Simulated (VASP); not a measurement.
# ZnO: optical spectrum of independent particles, by functional

ZnO, P6_3mc (no. 186), 4 atoms in the cell.

| Functional | ε at zero frequency, electronic | Mean energy of the absorption, weighted by Im ε (eV) | Direct gap on the mesh (eV) | Time (s) |
|---|---|---|---|---|
| r2SCAN | 4.91 | 10.56 | 1.23 | 21 |
| TB-mBJ | 3.09 | 12.27 | 2.58 | 34 |

Limits: The 6×6×4 mesh is coarse for a spectrum: peaks stand apart that a denser mesh merges, and ε at zero frequency can be far too high; the pull between electron and hole is left out; row 1: the onset follows the functional's gap, which semilocal functionals usually make too small.

## Input of the first row

INCAR:
```
SYSTEM = ZnO
  ALGO = Normal
  CSHIFT = 0.1
  EDIFF = 1E-7
  ENCUT = 460
  ISMEAR = 0
  KPAR = 4
  LASPH = .True.
  LCHARG = .False.
  LMIXTAU = .True.
  LOPTICS = .True.
  LWAVE = .True.
  METAGGA = R2SCAN
  NBANDS = 42
  NEDOS = 2000
  PREC = Accurate
  SIGMA = 0.02
```

KPOINTS:
```
k-points
0
Gamma
  6 6 4
```

POSCAR:
```
ZnO
1.0
    3.2493080000      0.0000000000      0.0000000000
   -1.6246540000      2.8139832727      0.0000000000
    0.0000000000      0.0000000000      5.2057090000
Zn O
2 2
Direct
    0.6666666667      0.3333333333      0.0000000000
    0.3333333333      0.6666666667      0.5000000000
    0.3333333333      0.6666666667      0.8790100000
    0.6666666667      0.3333333333      0.3790100000
```

Commands:
```
cat potpaw_PBE.64/Zn/POTCAR potpaw_PBE.64/O/POTCAR > POTCAR
mpirun -np 4 vasp_std > vasp.out
```

VASP 6.6.1 took 21 s on 4 cores (Intel Xeon 6975P-C (Granite Rapids)), a shared host.
